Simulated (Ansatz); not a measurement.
**From formation energies to a reaction energy: Li5Cl4**

The calculation used DFT PBE, scalar-relativistic, plane waves, PAW in Ansatz 0.2.0. Settings: cutoff 420 eV, Γ-centred meshes spaced at most about 0.3 Å⁻¹, and about 0.25 Å⁻¹ or finer for metals (2π included), Gaussian smearing. No spin polarisation.

The zero of energy is the elements' standard structures at the same level (Cl₂ as a molecule); no fitted shifts are applied.

These are static total energies at zero pressure.

A trial structure of Li5Cl4 (reached from: 4-connected net, two elements alternating, guests in its cages; relaxed: space group Pbam (No. 55), a = 6.249 Å, b = 17.213 Å, c = 3.581 Å) has a formation energy of -1.560 eV/atom. At its composition the lowest mixture among the elements and 1 reference phase computed alike (others may be missing) consists of these:

```json
{"phase": "Li (solid)", "source": "element", "ΔE_f (eV/atom)": "-0.004"}
{"phase": "LiCl (P6_3mc)", "source": "Materials Project", "ΔE_f (eV/atom)": "-1.878"}
```

The lowest database cell of Li (-0.004) lies slightly below the reference, hence the non-zero entry.

Task: Write the balanced decomposition and find its energy per atom, per formula unit and per mole of formula units.

Result: Balancing Li and Cl gives Li5Cl4 → Li + 4 LiCl. The left side holds 9 atoms, and the products take 1/9 (Li) and 8/9 (LiCl) of them. The mixture therefore lies at 1/9 × (-0.004) + 8/9 × (-1.878) = -1.670 eV/atom. The reaction energy is -1.670 − (-1.560) = -0.110 eV/atom. Times 9 atoms that is -0.990 eV per Li5Cl4, and times 96.485 it is -96 kJ per mole of Li5Cl4. Decomposition is downhill, so the trial structure is unstable against this mixture.
